**Upper d peak of bcc titanium predicted by counting states**

A density of states often has to be judged beyond the part that can be checked directly. The number of bands fixes how many states a stretch of energy can hold, and the lattice type fixes roughly how the d states are arranged. Both are applied here to ideal bcc titanium in non-magnetic LDA+U, with U = 6 eV on the d shell, where the three bins highest in energy are first predicted and then compared with the calculation. The energy is the centre of a bin measured from the Fermi level $E_F$, and the density of states $g$ is the mean over that bin, per atom and for both spins.

FLEUR MaX-R8.1 (later development tree), all-electron FLAPW, non-magnetic LDA+U (U = 6 eV, J = 0.5 eV on the Ti d shell, around mean field), for unrelaxed bcc Ti at 17.68 Å³ per atom. The k-mesh is 11×11×11, with Fermi-Dirac smearing of 0.05 eV and no spin-orbit coupling. The density of states is per one-atom cell, for both spins, averaged over equal energy bins.

```
energy from the Fermi level (eV)  density of states (states/eV)
                          -9.848                          0.000
                          -9.240                          0.000
                          -8.632                          0.000
                          -8.024                          0.000
                          -7.416                          0.000
                          -6.808                          0.000
                          -6.200                          0.000
                          -5.591                          0.040
                          -4.983                          0.110
                          -4.375                          0.120
                          -3.767                          0.160
                          -3.159                          0.300
                          -2.551                          0.450
                          -1.943                          1.000
                          -1.335                          1.250
                          -0.727                          1.230
                          -0.119                          2.490
                           0.489                          2.000
                           1.097                          0.420
                           1.705                          0.940
                           2.313                          1.970
                           2.922                              ?
                           3.530                              ?
                           4.138                              ?
```

**Two limits for the valence states**

Titanium brings four valence electrons from its 4s and 3d shells. In one limit the orbitals overlap so strongly that the electrons are free, and $g$ rises smoothly as the square root of the energy. In the other limit the 3d orbitals do not overlap, and ten states sit at a single energy. The standard picture of a transition metal lies between: a wide, low sp band with the ten d states spread over a few eV on top of it. The assignment of sp and d character below is argued from this picture and from the size of $g$.

The low tail tests the free limit. For volume $V$ per atom, electron mass $m$ and band bottom $E_0$,

$$g_{sp}(E)=C\sqrt{E-E_0},\qquad C=\frac{V}{2\pi^2}\left(\frac{2m}{\hbar^2}\right)^{3/2}.$$

The cell volume of 17.68 Å³ gives $C=0.1204$ states/eV$^{3/2}$ with nothing adjusted. Only $E_0$ was fitted, to the bins below −3.5 eV, and it comes out at −5.70 eV. The lowest valence level of the run, at the zone centre, lies close by at −5.81 eV.

The four occupied tail bins are reproduced to within 0.02 states/eV. That exceeds the rounding of 0.005, and the scatter may come from the k-mesh. The numbers therefore show that the tail has free-electron size. From −1.943 eV upward every known bin except the minimum at 1.097 eV lies several times above this curve. The d states begin to mix in somewhat lower and take over here.

**How the bcc lattice divides the d band**

A d band can itself be bounded by two cases. If hopping merely smears the level, the ten states form a flat rectangle. In bcc each atom has eight nearest neighbours, none of which is a nearest neighbour of another, so the atoms fall on two interpenetrating sublattices and hopping runs mainly between them. Such hopping pairs each bonding state with an antibonding one at the opposite energy, but does not by itself empty the middle. For d orbitals, whose hopping depends on direction, and with second neighbours included, tight-binding theory gives a bonding group low in energy and an antibonding group high in energy with fewer states between. This valley is the bcc pseudogap.

The count locates this valley. The number of states up to a bin edge is the bin width, 0.608 eV, times the running sum of $g$. It reaches 3.89 at $E_F$, 2.8 % short of the four electrons, when the Fermi bin is split as if $g$ were flat inside it. The calculation sets $E_F$ by this very count, so the agreement checks only the binning.

The minimum of 0.42 states/eV is a valley in a metal, not a band gap. The count runs from 5.56 to 5.82 across it. A rigid shift of $E_F$ to about six electrons would land next to it, with the bonding states full and the antibonding ones empty, which is an argument for why group-6 metals are bcc. Titanium stops in the high bonding peak, a position that may be linked to the instability of its static bcc lattice at low temperature; a density of states alone does not test that link.

**The forecast**

The known rows end at 2.618 eV with 7.59 states. With one atom per cell, the s and five d orbitals make six bands of two states each. Five of them should end near the top of the d band, while the sixth turns p-like near the zone point H and runs much higher. The total at the end of the window should then lie between ten and twelve, if the d band ends about there.

Dividing the states still to be placed by the width of three bins brackets their mean density:

$$\frac{10-7.59}{3\times0.608}=1.32,\qquad \frac{12-7.59}{3\times0.608}=2.42\ \text{states/eV}.$$

No fitted quantity enters. Since part of the sixth band lies inside the window and part above it, the forecast for the three bins together is 3.0–4.4 states. How these are shared among the bins is a judgement from the familiar bcc shape, not the result of a formula.

The bin at 2.922 eV should hold the antibonding peak. Non-magnetic bcc iron, with eight electrons, has its Fermi level on that peak, and the count should pass eight early in this bin. The forecast is 3.0 (2.2–3.8) states/eV, above the last known row and probably the largest bin of all.

The bin at 3.530 eV should lie on the falling side, because the peak has used up much of what remains. The forecast is 1.9 (1.1–2.7) states/eV. The range is wide because a sharp peak near a bin edge moves weight from one bin to the next.

The bin at 4.138 eV should be near the top of the d band. It should be the lowest of the three, heading back towards the sp level. The forecast is 1.0 (0.4–1.6) states/eV.

Two models give separately scored predictions, each adding ten d states to $g_{sp}$. One uses bcc tight binding with two neighbour shells, hopping ratios $dd\sigma:dd\pi:dd\delta=-6:4:-1$ and an $R^{-5}$ fall with distance $R$; the other uses the rectangle. Centre and width were fitted to the ten known rows above the tail, and they trade against each other too much to be read physically. Because the parts are added without s–d hybridisation, the tight-binding sum is expected to overcount.

The tight-binding fit has an rms error of 0.44 states/eV against 0.56 for the rectangle, a modest gain. It does produce the peak at $E_F$ and the valley, but it is too low by 0.72 at −1.335 eV and leaves the valley too shallow. Its predictions, in rising energy, are $4.27\pm1.65$, $2.30\pm1.42$ and $1.70\pm0.75$ states/eV. The rectangle gives about $1.5\pm0.65$ for each, and both sets of bars combine the rms with the spread of nearly equal fits.

The withheld rows as computed:

```
energy from the Fermi level (eV)  density of states (states/eV)
                           2.922                          3.170
                           3.530                          1.530
                           4.138                          0.710
```

**Hits and misses**

All three forecasts fall within about half of their bars, and the order is as predicted. The peak bin, 3.17 states/eV, is the largest in the table and 1.27 times the Fermi bin. The count crosses eight inside it, though the bin spans 7.59 to 9.52 states and fixes the peak position no closer than that. The bars were between a quarter and more than half of the forecast values, so this is a test of shape and rough size only.

The misses have a pattern. The forecast was 0.17 too low at the peak and too high by 0.37 and 0.29 states/eV in the next two bins, so the weight is more concentrated than assumed. The three bins hold 3.29 states, in the lower part of the forecast range. If the lower five bands end inside the window, less of the sixth lies there than the centre of that range allowed for. The run lists six valence bands at each k-point, so any part of a seventh band that dips into the highest bin could be missing from the count.

Tight binding has the right order and is too high in all three bins, with a miss of 1.3 bars in the last. It places 5.03 states where the calculation has 3.29. The free-electron curve supplies only about 0.7 of these states, so the d part alone already exceeds the calculated total, and most of the excess here comes from where the fit places the d states. Over the whole window the background matters too, since the free-electron curve holds 2.59 states by its end. That is more than the two states of one band, so the model has run into a second free band as if the zone faces opened no gap.

The calculation has 10.88 states in the whole window, only 0.88 beyond ten. Band theory offers a reason: gaps at the zone faces and mixing with d states of the same symmetry push part of the sp weight above the window. The totals show the overcount, while this cause is argued.

The rectangle misses the peak by −1.65 states/eV, which is 2.5 bars, and the last bin by 1.3 bars on the high side. Its near-exact value at 3.530 eV is an accident, for a falling curve must cross a flat line somewhere. Its total of 2.80 states is closer than that of tight binding, because the fit spread the band far above the window. The fits and residuals are printed row by row after this note.

**What to do with this**

Count states before fitting shapes. The running sum and the number of bands gave a bracket that held, with a computed mean of 1.80 states/eV, and the bcc pattern supplied the order. A free-electron background was accurate below the d band and should not be carried through it. An additive model served here for the sequence of peak, valley and peak, with heights off by about 1 states/eV at the top.

Do not use 2.49 states/eV as $g(E_F)$. It is a mean over a bin in which $g$ changes quickly, so specific heat or a magnetic criterion needs a denser mesh and finer bins. The Hubbard term also alters the exchange response, so a Stoner product formed with an LDA parameter would not be a sound test here. Titanium is known to be paramagnetic, but here the zero moment was imposed.

Treat the energy scale as less certain than the counts. The cell is unrelaxed, and LDA usually prefers a smaller volume for titanium, so the d band is probably somewhat narrowed relative to the LDA equilibrium. The run also carries a Hubbard term on the d shell, with U = 6 eV and J = 0.5 eV in the around-mean-field form. This term shifts each d orbital according to how far its occupation departs from the d average, so the peaks and the valley need not sit where plain LDA, the usual choice for such a wide-band metal, would put them. Without a run at U = 0 the size of the shift is unknown. Such changes move peaks in energy, while the number of states per band stays fixed.

In devices titanium serves in contacts, adhesion layers and diffusion barriers, as the hcp metal, the nitride or a silicide. The ideal bcc cell stands for the high-temperature phase, and its peak and pseudogap positions belong to that lattice. What carries over to the hcp metal is the general fact of a partly filled d band with many states near $E_F$.

Numerical output:

```
bin width 0.608 eV; values rounded to 0.01, so +-0.005 states/eV
states below E_F 3.89 (valence electrons 4, off by -2.8 %)
minimum at 1.097 eV: count 5.56 to 5.82; Fermi bin / minimum = 5.9
Stoner product, rough recalled I = 0.7 eV times bin mean per spin: 0.87
states below 2.618 eV: 7.59; left to 10: 2.41, to 12: 4.41
counting bracket, mean of withheld bins: 1.32 to 2.42 states/eV
free electrons: prefactor 0.1204 states/eV^1.5, fitted band bottom -5.70 eV
  E -5.591 eV  table 0.040  free 0.035  diff -0.005
  E -4.983 eV  table 0.110  free 0.101  diff -0.009
  E -4.375 eV  table 0.120  free 0.138  diff +0.018
  E -3.767 eV  table 0.160  free 0.167  diff +0.007
free-electron count at E_F 1.09, at minimum 1.42, at window end 2.59
tight binding + free: centre 1.77, width 7.00, edges -2.42 to 4.58 eV
  rms 0.44 states/eV on 10 rows; count at E_F 3.38
rectangle + free: centre 2.23, width 8.55, edges -2.05 to 6.50 eV
  rms 0.56 states/eV on 10 rows; count at E_F 3.49
fitted rows: E (eV), table, count to bin top, tight binding (diff), rectangle (diff)
  -3.159 0.30  0.44  0.19 (-0.11)  0.19 (-0.11)
  -2.551 0.45  0.72  0.23 (-0.22)  0.21 (-0.24)
  -1.943 1.00  1.33  0.32 (-0.68)  1.02 (+0.02)
  -1.335 1.25  2.09  0.53 (-0.72)  1.42 (+0.17)
  -0.727 1.23  2.83  1.81 (+0.58)  1.44 (+0.21)
  -0.119 2.49  4.35  2.81 (+0.32)  1.45 (-1.04)
   0.489 2.00  5.56  1.92 (-0.08)  1.47 (-0.53)
   1.097 0.42  5.82  1.02 (+0.60)  1.48 (+1.06)
   1.705 0.94  6.39  1.12 (+0.18)  1.50 (+0.56)
   2.313 1.97  7.59  1.81 (-0.16)  1.51 (-0.46)
worst tight-binding row -1.335 eV, diff -0.72 states/eV
withheld rows, predictions in states/eV (bar: rms and spread of near-equal fits)
  2.922 eV: forecast 3.0+-0.8; tight binding 4.27+-1.65; rectangle 1.52+-0.65
  3.530 eV: forecast 1.9+-0.8; tight binding 2.30+-1.42; rectangle 1.54+-0.65
  4.138 eV: forecast 1.0+-0.6; tight binding 1.70+-0.75; rectangle 1.55+-0.65
computed value and misses (prediction minus computed, and in units of the bar)
  2.922 eV: 3.17; forecast -0.17 (-0.2); tight binding +1.10 (+0.7); rectangle -1.65 (-2.5)
  3.530 eV: 1.53; forecast +0.37 (+0.5); tight binding +0.77 (+0.5); rectangle +0.01 (+0.0)
  4.138 eV: 0.71; forecast +0.29 (+0.5); tight binding +0.99 (+1.3); rectangle +0.84 (+1.3)
states in withheld bins: forecast 3.0 to 4.4, tight binding 5.03, rectangle 2.80, computed 3.29
computed mean of withheld bins 1.80 states/eV; total to 4.44 eV 10.88 states
largest bin 3.17 at 2.922 eV, count 7.59 to 9.52, ratio to Fermi bin 1.27
```
